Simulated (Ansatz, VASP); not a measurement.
# MgO: VASP beside Ansatz

POSCAR

```
MgO
1.0
    0.0000000000      2.2589535234      2.2589535234
    2.2589535234      0.0000000000      2.2589535234
    2.2589535234      2.2589535234      0.0000000000
Mg O
1 1
Direct
    0.0000000000      0.0000000000      0.0000000000
    0.2500000000      0.2500000000      0.2500000000
```

INCAR.step1

```
SYSTEM = MgO
  PREC = Accurate
  ENCUT = 520
  ISMEAR = 0
  SIGMA = 0.01
  LREAL = .False.
  LASPH = .True.
  NELM = 100
  NBANDS = 11
  GGA = PE
  ALGO = Normal
  EDIFF = 1E-4
  LWAVE = .True.
  LCHARG = .False.
```

Contents of INCAR.step2:

```
SYSTEM = MgO
  PREC = Accurate
  ENCUT = 520
  EDIFF = 1E-7
  ISMEAR = 0
  SIGMA = 0.01
  LREAL = .False.
  LASPH = .True.
  NELM = 100
  ALGO = Normal
  ISIF = 2
  LWAVE = .False.
  LCHARG = .False.
  METAGGA = R2SCAN
  LMIXTAU = .True.
  NBANDS = 11
  ISTART = 1
```

Contents of KPOINTS:

```
regular mesh
0
Gamma
  8 8 8
  0 0 0
```

Input for Ansatz:

```yaml
crystal:
  lattice:
    - [0.0, 2.2589535234, 2.2589535234]
    - [2.2589535234, 0.0, 2.2589535234]
    - [2.2589535234, 2.2589535234, 0.0]
  atoms:
    - { symbol: Mg, position: [0.0, 0.0, 0.0] }
    - { symbol: O, position: [0.25, 0.25, 0.25] }
kpoints:
  mp_grid: { grid: [8, 8, 8] }
hamiltonian:
  xc: r2scan
scf:
  occupations: { method: fixed }
  n_extra_bands: 4
output:
  forces: true
  stress: true
  eigenvalues: true
```

Alike in both runs: task single point; functional r2SCAN; k mesh 8 × 8 × 8; no spin polarisation.

|  | VASP | Ansatz |
| --- | --- | --- |
| version | VASP 6.6.1 | Ansatz 0.2.0 |
| potentials or method | VASP PAW PBE potentials, release 64 (Mg, O) | plane waves, PAW |
| plane-wave cutoff (eV) | 520 | 500 |
| occupations | gaussian, width 0.01 eV | fixed |
| valence electrons in the cell | 8 | 16 |

|  | VASP | Ansatz | Ansatz less VASP |
| --- | --- | --- | --- |
| gap on the k mesh at the Fermi level (eV) | 4.51 | 4.52 | +0.015 |
| pressure (GPa) | 3.6 | 4.1 | +0.52 |

The two sets of potentials don't hold the same shells in valence.

Caveats: the PAW data sets were made with another functional, which shifts forces and pressure a little (VASP). r2SCAN opens gaps a little over a GGA but as a rule still falls short of measured ones.
